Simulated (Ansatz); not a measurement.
Here is an Ansatz 0.2.0 calculation.

input.yaml

```yaml
crystal:
  lattice:
    - [0.0, 3.144356, 3.144356]
    - [3.144356, 0.0, 3.144356]
    - [3.144356, 3.144356, 0.0]
  atoms:
    - { symbol: Ti, position: [0.0, 0.0, 0.0] }
    - { symbol: Ti, position: [0.25, 0.25, 0.25] }
    - { symbol: Ti, position: [0.75, 0.75, 0.75] }
    - { symbol: Si, position: [0.5, 0.5, 0.5] }
hamiltonian:
  xc: pbesol
  pseudopotentials: { kind: paw }
kpoints:
  mp_grid: { grid: [7, 7, 7] }
scf:
  occupations: { method: fermi_dirac, width: 0.05 }
output:
  forces: true
  stress: true
  eigenvalues: true
relax:
  f_tol: 0.01
  max_steps: 40
  cell: { stress_tol: 0.05, p_target: 2.0 }
```

Potentials or basis: Ansatz PAW.

Run with:

```sh
$ ansatz run input.yaml --threads 2 --pin off --max-ram 5632MiB --backend cpu --events-out ev --progress --plain --runs-dir out
```

What does it give for the space group after relaxing (to 0.05 Å)?

Fm-3m (No. 225).

What does it give for the band gap on the k mesh?

None (metal or under the smearing width).

Estimate the relaxed volume.

14.77 Å³/atom.

Predict the relaxed cell.

a = 4.371 Å, b = 4.371 Å, c = 4.371 Å, α = 60.00°, β = 60.00°, γ = 60.00°.

The path:
```
step  energy change (eV)  largest force (eV/Å)  volume (Å³)
   1              0.0000                0.0000        62.18
   2              0.0216                0.0000        57.16
   3             -0.0336                0.0000        59.21
   4             -0.0320                0.0000        59.07
   5             -0.0317                0.0000        59.07
```

Caveat: the plane-wave basis is chosen anew once the cell has moved, so the energies of steps on either side of that aren't comparable; the PAW data sets come from PBE, with cores solved anew for the run's functional, which leaves a small shift of forces and pressure.
